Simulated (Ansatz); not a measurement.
The first iterations of a band of a periodic cell of 21 atoms, Al₂₀O (surface Al(110), adsorbate O).

Method: DFT LDA, scalar-relativistic, plane waves, PAW (Ansatz 0.2.0). Settings: cutoff 420 eV, k mesh 3x4x1, gaussian smearing 0.1 eV, no spin polarisation.

```json
{
 "movable images": "5",
 "climbing image": "yes",
 "spring": "5.0 eV/Å²",
 "optimiser": "fire",
 "start path": "IDPP",
 "force threshold": "0.05 eV/Å",
 "iteration limit": "75",
 "end points": "relaxed",
 "atoms held": "1 to 8"
}
```

First end point:

```xyz
21
Lattice="8.1000 0.0000 0.0000 0.0000 5.7276 0.0000 0.0000 0.0000 16.7276" Properties=species:S:1:pos:R:3
Al 0.000 0.000 1.000
Al 4.050 0.000 1.000
Al 0.000 2.864 1.000
Al 4.050 2.864 1.000
Al 2.025 1.432 2.432
Al 6.075 1.432 2.432
Al 2.025 4.296 2.432
Al 6.075 4.296 2.432
Al 0.013 -0.007 3.741
Al 4.038 -0.020 3.731
Al 0.013 2.870 3.741
Al 4.038 2.884 3.731
Al 2.025 1.432 5.126
Al 5.973 1.432 5.120
Al 1.977 4.296 5.341
Al 6.009 4.296 5.160
Al -0.104 0.095 6.402
Al 4.038 0.013 6.434
Al -0.103 2.768 6.399
Al 4.038 2.851 6.434
O 0.790 4.295 6.810
```

Last end point:

Only the atoms that move by more than 0.05 Å are listed.
```
Al13 1.977 1.432 5.341
Al14 6.009 1.432 5.160
Al15 2.025 4.296 5.126
Al16 5.973 4.295 5.120
Al17 -0.103 -0.096 6.399
Al19 -0.104 2.958 6.402
O21 0.790 7.159 6.810
```

| iteration | highest image above the first end (eV) | largest band force component (eV/Å) |
| --- | --- | --- |
| 1 | 2.715 | 1.566 |
| 2 | 2.639 | 1.085 |
| 3 | 2.609 | 1.653 |
| 4 | 2.560 | 0.791 |
| 5 | 2.531 | 1.229 |
| 6 | 2.464 | 1.325 |
| 7 | 2.354 | 1.037 |
| 8 | 2.233 | 1.450 |
| 9 | 2.051 | 1.323 |
| 10 | 1.778 | 1.727 |
| 11 | 1.703 | 1.627 |
| 12 | 1.556 | 1.554 |
| 13 | 1.323 | 1.602 |
| 14 | 1.105 | 1.491 |
| 15 | 1.062 | 0.669 |
| 16 | 1.026 | 1.300 |
| 17 | 1.026 | 1.151 |
| 18 | 1.025 | 0.888 |
| 19 | 1.025 | 0.567 |
| 20 | 1.023 | 0.306 |

Question: Does the band converge within its limit, and where does its top end?

Answer: The forces met the threshold. It ended after 60 iterations with the highest image 0.920 eV above the first end. The profile has 2 maxima (images 1, 4) with wells between them (image 3): this band takes more than one step, which may be the mechanism or a detour left from its start path. By the program's own check the climbing image is of a kind that is not told: the force calls were inconclusive, a negative curvature could not be distinguished from the path's own, the only one lies far off the path, or fixed occupations may fill a level only in part (lowest curvatures found: -2.24 and -0.04 eV/Å²). Limits of this set-up: coarse k mesh, thin slab, slab without dipole correction, a typed lattice constant that wasn't relaxed here.

The run took 38 min on 2 threads of Intel(R) Xeon(R) 6975P-C (Granite Rapids), with other jobs on the host, peak memory 2 GiB.
